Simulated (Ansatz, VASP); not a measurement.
**Pb: VASP and Ansatz over several settings**

```xyz
1
Lattice="0.0000 2.4245 2.4245 2.4245 0.0000 2.4245 2.4245 2.4245 0.0000" Properties=species:S:1:pos:R:3 pbc="T T T"
Pb    0.0000    0.0000    0.0000
```

Single points on this cell with VASP 6.6.1 and Ansatz 0.2.0. Each row is one pair of runs. Alike in all rows: spin: off; k mesh: 9 × 9 × 9; smearing: fermi-dirac, width 0.05 eV; Ansatz's potentials, cutoff: Ansatz PAW, 420 eV.

| level | VASP's potentials, cutoff | gap on the k mesh at the Fermi level (eV), VASP | gap on the k mesh at the Fermi level (eV), Ansatz | pressure (GPa), VASP | pressure (GPa), Ansatz |
| --- | --- | --- | --- | --- | --- |
| LDA | VASP PAW LDA potentials, release 64 (Pb_d), 520 eV | none | none | 1.1 | 1.0 |
| PBE+D3(BJ) | VASP PAW PBE potentials, release 64 (Pb_d), 520 eV | none | none | 3.4 | 3.5 |
| revPBE | VASP PAW PBE potentials, release 64 (Pb_d), 520 eV | none | none | 7.2 | 7.3 |
| BLYP+D3(BJ) | VASP PAW PBE potentials, release 64 (Pb_d), 520 eV | none | none | 4.1 | 3.9 |

Pressure (GPa): the two programs differ by at most 0.19.

A gap of «none» marks a metal or a gap that the smearing closes.

Caveats: pairwise dispersion overbinds metals, which lowers pressure and volume (some rows); the PAW data sets were made with another functional, which shifts forces and pressure a little (VASP); the PAW data sets come from PBE, with cores solved anew for the run's functional, which leaves a small shift of forces and pressure (Ansatz).
